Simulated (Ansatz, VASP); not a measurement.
## One calculation of InP, two programs

```
CELL_PARAMETERS angstrom
0.00000 2.84332 2.84332
2.84332 0.00000 2.84332
2.84332 2.84332 0.00000
ATOMIC_POSITIONS crystal
In 0.00000 0.00000 0.00000
P 0.50000 0.50000 0.50000
```

Alike in both runs: task single point; functional r2SCAN; k mesh 12 × 12 × 12; occupations gaussian, width 0.1 eV; no spin polarisation.

```csv
,VASP,Ansatz
version,VASP 6.6.1,Ansatz 0.2.0
potentials or method,"VASP PAW PBE potentials, release 64 (In_d, P)","scalar-relativistic, plane waves, PAW"
plane-wave cutoff (eV),520,500
valence electrons in the cell,18,18
```

|  | VASP | Ansatz | Ansatz less VASP |
| --- | --- | --- | --- |
| gap on the k mesh at the Fermi level (eV) | none | none | - |
| pressure (GPa) | -6.9 | -6.9 | -0.01 |

A gap of «none» marks a metal or a gap that the smearing closes.

Caveats: the PAW data sets were made with another functional, which shifts forces and pressure a little (VASP).
